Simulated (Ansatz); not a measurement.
4 guesses for Si3Ge2 and where they end

Theory: DFT PBE, scalar-relativistic, plane waves, PAW in Ansatz 0.2.0. Settings: cutoff 420 eV, Γ-centred meshes spaced at most about 0.3 Å⁻¹, and about 0.25 Å⁻¹ or finer for metals (2π included), Gaussian smearing. No spin polarisation in the final relaxations.

Each guess was relaxed in cell and atoms at zero pressure, within the symmetry of its start. These are static total energies at zero pressure. Coordination counts Ge atoms around Si (those within 1.25 times the shortest such distance or 1.15 times the sum of covalent radii, 1.27 where that leaves under three; the shortest distance is added where it exceeds 1.18 times the sum of covalent radii; a slash parts the counts of unlike sites). For orderings, «n of Z unlike» gives the unlike atoms among the Z nearest shared sites at the start, averaged over those sites.

```tsv
guess	made from	start group	V start (Å³/atom)	end group	V end (Å³/atom)	coordination at the end	gap on mesh (eV)	E over the lowest end (meV/atom)
1	Si/Ge ordered on a cell of H	P-6m2	16.8	P-6m2	18.7	Si 1 from 2.9 Å/3/6/6+6 from 4.9 Å	0	0
2	Si/Ge on fcc sites, 3.2 of 12 unlike	I4/mmm	16.8	I4/mmm	16.7	Si 2 from 3.6 Å/4 from 2.9 Å	0	101
3	Si/Ge on hcp sites, 2.4 of 12 unlike	P-3m1	16.8	?	?	?	?	?
4	Si/Ge on hcp sites, 2.4 of 12 unlike	P-6m2	16.8	P-6m2	16.5	Si 3 from 2.9 Å/3 from 3.0 Å/2+12 from 4.6 Å	0	111
```

Guess 3 as it starts:

```yaml
crystal:
  lattice:
    - [2.90206, 0.00000, 0.00000]
    - [-1.45103, 2.51326, 0.00000]
    - [0.00000, 0.00000, 23.07681]
  atoms:
    - { symbol: Si, position: [0.33333, 0.66667, 0.95000] }
    - { symbol: Si, position: [0.33333, 0.66667, 0.15000] }
    - { symbol: Si, position: [0.33333, 0.66667, 0.55000] }
    - { symbol: Si, position: [0.66667, 0.33333, 0.05000] }
    - { symbol: Si, position: [0.66667, 0.33333, 0.45000] }
    - { symbol: Si, position: [0.66667, 0.33333, 0.85000] }
    - { symbol: Ge, position: [0.33333, 0.66667, 0.35000] }
    - { symbol: Ge, position: [0.33333, 0.66667, 0.75000] }
    - { symbol: Ge, position: [0.66667, 0.33333, 0.25000] }
    - { symbol: Ge, position: [0.66667, 0.33333, 0.65000] }
```

Question: Fill in the missing row: what does this guess relax into, and where does it rank?

Answer: It ends in Si and Ge ordered on hcp sites, space group P-3m1 (No. 164), with a = 2.890 Å, c = 22.944 Å, 16.6 Å³/atom and no gap. It lies 108 meV/atom over the lowest end, within the noise of guess 2 and within the noise of guess 4. Counting Ge atoms around Si, this end has Si 3 from 2.9 Å/1+6 from 4.4 Å and the lowest (guess 1) has Si 1 from 2.9 Å/3/6/6+6 from 4.9 Å.

```
Si Ge
1.0
     2.88954    0.00000    0.00000
    -1.44477    2.50241    0.00000
     0.00000    0.00000   22.94417
Si Ge
6 4
Direct
  0.33333 0.66667 0.95294
  0.33333 0.66667 0.13690
  0.33333 0.66667 0.54483
  0.66667 0.33333 0.04706
  0.66667 0.33333 0.45517
  0.66667 0.33333 0.86310
  0.33333 0.66667 0.35237
  0.33333 0.66667 0.76164
  0.66667 0.33333 0.23836
  0.66667 0.33333 0.64763
```

The zero of energy is the elements' standard structures at the same level; no fitted shifts are applied.

Question: Is the lowest end bound against the elements?

Answer: No: its formation energy is +0.37 eV/atom. A positive value: parting into the elements would lower its energy.

For metals, differences of a few meV/atom aren't resolved. Weakly bound directions are ill-defined at this level, which has no dispersion term (P-6m2 at 18.7 Å³/atom, P-6m2 at 16.5 Å³/atom), and this can change margins and order among such cells. Cells relaxed within their symmetry can be saddle points. A lower structure may well exist outside this small set. Some structure types and database cells were kept out of the candidates from the start, so a known form may be missing.
